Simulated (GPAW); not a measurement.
Wanted: an ASE script for a GPAW 26.7.0 run.

| Quantity | Value |
| --- | --- |
| Task | single point |
| Functional | PBE |
| Potentials or basis | GPAW PAW data sets (gpaw-data 1.2.1) |
| Cutoff | 500 eV |
| Basis | pw |
| k mesh | 9 × 10 × 9 |
| Occupations | fermi-dirac, width 0.05 eV |
| Spin | no spin polarisation |
| Maxiter | 120 |
| Convergence | default |

The structure of Si lies in Si.xyz:

```xyz
1
Lattice="2.6622503000 -0.0362423300 -0.0068309500 -1.3625119300 2.2317606800 0.0418965100 -0.0064290300 0.0418196400 2.4877607300" Properties=species:S:1:pos:R:3 pbc="T T T"
Si     0.0000000000      0.0000000000      0.0000000000
```

This isn't the form of Si at room conditions, which is diamond.

The cell isn't the ideal one: cell sheared at random, sigma 0.03, atoms nudged by 0.01 Å.

These files were run (other wordings do the same):

run.py

```python
from ase.dft.bandgap import bandgap
from ase.io import read, write
from ase.units import GPa
from gpaw import GPAW, PW

atoms = read('Si.xyz')

calc = GPAW(mode=PW(500),
            xc='PBE',
            kpts={'size': (9, 10, 9), 'gamma': True},
            occupations={'name': 'fermi-dirac', 'width': 0.05},
            nbands=8,
            maxiter=120,
            txt='gpaw.txt')
atoms.calc = calc
energy = atoms.get_potential_energy()
forces = atoms.get_forces()
stress = atoms.get_stress()
calc.write('gs.gpw')
write('result.traj', atoms)
print(f'Energy: {energy:.6f} eV')
print('Forces (eV/A):')
print(forces.round(4))
print('Stress (GPa):', (stress / GPa).round(3))
print('Fermi level:', round(calc.get_fermi_level(), 4), 'eV')
print(f'Gap: {bandgap(calc)[0]:.4f} eV, direct: {bandgap(calc, direct=True)[0]:.4f} eV')
```

Potentials or basis: GPAW PAW data sets (gpaw-data 1.2.1), pw.

Command:

```sh
$ OMP_NUM_THREADS=1 python run.py
```

It gave:

- Pressure: 4.3 GPa
- Band gap on the k mesh: none (metal or under the smearing width)

Caveat: the cutoff is short for stress and forces, so pressures can be off by a GPa or more.

Run time: 22 s on 1 thread of Arm Neoverse V1 (shared host), peak memory 0.16 GiB.
